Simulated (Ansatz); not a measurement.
# TiAl3: the cost of one run

Computed with Ansatz 0.2.0 (DFT r2SCAN, scalar-relativistic, plane waves, PAW, unless a step's input says otherwise).

1 further run of the same task is left out (set aside as unsound or not needed). Runs told in other sessions of the task aren't counted.

## (1) The starting structure

It takes space group Pm-3m (No. 221, cubic). Conventional cell: a = 3.956 Å, b = 3.956 Å, c = 3.956 Å, α = 90.00°, β = 90.00°, γ = 90.00°. Around Ti (site symmetry m-3m) lie 12 Al at 2.80 Å. Al (site symmetry 4/mmm) has 4 Ti at 2.80 Å and 8 Al at 2.80 Å in its first shell of neighbours.

As a file:

```xyz
4
Lattice="3.9557 0.0000 0.0000 0.0000 3.9557 0.0000 0.0000 0.0000 3.9557" Properties=species:S:1:pos:R:3 pbc="T T T"
Ti    0.0000    0.0000    0.0000
Al    1.9778    1.9778    0.0000
Al    1.9778    0.0000    1.9778
Al    0.0000    1.9778    1.9778
```

It goes back to an entry of the Materials Project, which need not be the stable form.

This cell was relaxed beforehand with the same method: volume 15.47 Å³/atom, gap on the mesh none (metal).

## (2) The reference cell

Reference values: F = -4127.2630 eV; pressure 0.04 GPa; largest force 0.000 eV/Å; gap on the mesh none (metal). It was computed beforehand with the settings of the runs below.

## (3) The scan: an energy map of one atom

Atom 1 (Ti) is moved by p along (1.000, 0.000, 0.000) and q along (0.000, 1.000, 0.000) (Å), all else fixed; its images in the other cells move with it. Points alike by symmetry are run once.

## (4) At p = -0.600, q = -0.600

Contents of input.yaml:

```yaml
crystal:
  lattice:
    - [3.95567125, 0.0, 0.0]
    - [0.0, 3.95567125, 0.0]
    - [0.0, 0.0, 3.95567125]
  atoms:
    - { symbol: Ti, position: [-0.1516809568, -0.1516809568, 0.0] }
    - { symbol: Al, position: [0.5, 0.5, 0.0] }
    - { symbol: Al, position: [0.5, 0.0, 0.5] }
    - { symbol: Al, position: [0.0, 0.5, 0.5] }
basis:
  ecutwfc: 500
kpoints:
  mp_grid: { grid: [12, 12, 12] }
hamiltonian:
  xc: r2scan
scf:
  occupations: { method: gaussian, width: 0.15 }
output:
  forces: true
  stress: true
  eigenvalues: true
```

Launch:

```bash
$ ansatz run input.yaml --threads 2 --pin off --max-ram 5120MiB --backend cpu --events-out ev --progress --plain --runs-dir out
```

Q: Estimate wall time and peak memory on 2 threads of Intel Xeon Platinum 8488C (Sapphire Rapids), shared host.

About 22 s, with a peak of 0.8 GiB.
